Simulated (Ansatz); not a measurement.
GaN:

```xyz
2
Lattice="0.0000 2.2535 2.2535 2.2535 0.0000 2.2535 2.2535 2.2535 0.0000" Properties=species:S:1:pos:R:3 pbc="T T T"
Ga    0.0000    0.0000    0.0000
N     1.1268    1.1268    1.1268
```

The cell is a database's computed one.

* Program: Ansatz 0.2.0
* Task: relaxation of cell and atoms
* Functional: RPBE
* Potentials or basis: Ansatz PAW
* Cutoff: 420 eV (not typed: the program's choice for these potentials)
* k mesh: 10 × 10 × 10
* Occupations: fermi-dirac, width 0.05 eV
* Spin: no spin polarisation

At the start: volume 11.44 Å³/atom.

How do energy, volume and symmetry change on relaxing?

It ends after 7 steps and the volume is 12.04 Å³/atom (+5.2 %); space group F-43m (No. 216, to 0.05 Å).

Step by step:
```
step  energy change (eV)  largest force (eV/Å)  volume (Å³)
   1              0.0000                0.0000        22.89
   2             -0.0245                0.0000        23.56
   3             -0.0287                0.0000        24.01
   4             -0.0286                0.0000        24.05
   5             -0.0328                0.0000        24.05
   6             -0.0327                0.0000        24.08
   7             -0.0329                0.0000        24.08
```

Final structure:
```cif
data_structure
_symmetry_space_group_name_H-M 'P 1'
_symmetry_Int_Tables_number 1
_cell_length_a 3.2415
_cell_length_b 3.2415
_cell_length_c 3.2415
_cell_angle_alpha 60.000
_cell_angle_beta 60.000
_cell_angle_gamma 60.000
_cell_volume 24.08
loop_
_atom_site_label
_atom_site_type_symbol
_atom_site_fract_x
_atom_site_fract_y
_atom_site_fract_z
_atom_site_occupancy
Ga1 Ga 0.00000 0.00000 0.00000 1
N1 N 0.25000 0.25000 0.25000 1
```

Caveat: the plane-wave basis is chosen anew once the cell has moved, so the energies of steps on either side of that aren't comparable; the pressure holds a Pulay correction of +0.4 GPa for the finite cutoff; the PAW data sets come from PBE, with cores solved anew for the run's functional, which leaves a small shift of forces and pressure.
